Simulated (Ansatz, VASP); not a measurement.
# Ge: VASP beside Ansatz

The input INCAR:

```
SYSTEM = Ge
ALGO = Normal
EDIFF = 1E-6
ENCUT = 520
GGA = PE
ISIF = 2
ISMEAR = 0
LASPH = .TRUE.
LCHARG = .FALSE.
LREAL = .FALSE.
LWAVE = .FALSE.
NBANDS = 21
NELM = 80
PREC = Accurate
SIGMA = 0.011
```

File KPOINTS:

```
k-points
0
G
  8 8 8
  0 0 0
```

Contents of POSCAR:

```
Ge
1.0
    0.0000000000      2.8289100000      2.8289100000
    2.8289100000      0.0000000000      2.8289100000
    2.8289100000      2.8289100000      0.0000000000
Ge
2
Direct
    0.7500000000      0.7500000000      0.7500000000
    0.5000000000      0.5000000000      0.5000000000
```

File input.yaml:

```yaml
crystal:
  lattice:
    - [0.0, 2.82891, 2.82891]
    - [2.82891, 0.0, 2.82891]
    - [2.82891, 2.82891, 0.0]
  atoms:
    - { symbol: Ge, position: [0.75, 0.75, 0.75] }
    - { symbol: Ge, position: [0.5, 0.5, 0.5] }
hamiltonian:
  xc: pbe
  pseudopotentials: { kind: paw }
kpoints:
  mp_grid: { grid: [8, 8, 8] }
scf:
  occupations: { method: gaussian, width: 0.011 }
output:
  forces: true
  stress: true
  eigenvalues: true
```

Alike in both runs: task single point; functional PBE; k mesh 8 × 8 × 8; occupations gaussian, width 0.011 eV; no spin polarisation.

```csv
,VASP,Ansatz
version,VASP 6.6.1,Ansatz 0.2.0
potentials or method,"VASP PAW PBE potentials, release 64 (Ge_d)",Ansatz PAW
plane-wave cutoff (eV),520,420
valence electrons in the cell,28,28
```

Ansatz gave:

```
gap on the k mesh at the Fermi level (eV) : 0.03
least direct gap on the mesh (eV)         : 0.03
pressure (GPa)                            : 3.6
```

Problem. Which values does VASP return?

Solution. gap on the k mesh at the Fermi level (eV): 0.03; least direct gap on the mesh (eV): 0.03; pressure (GPa): 3.5.

The functional is the same, so the differences come from potentials, cutoffs and numerics.

A k mesh can miss the band edges.
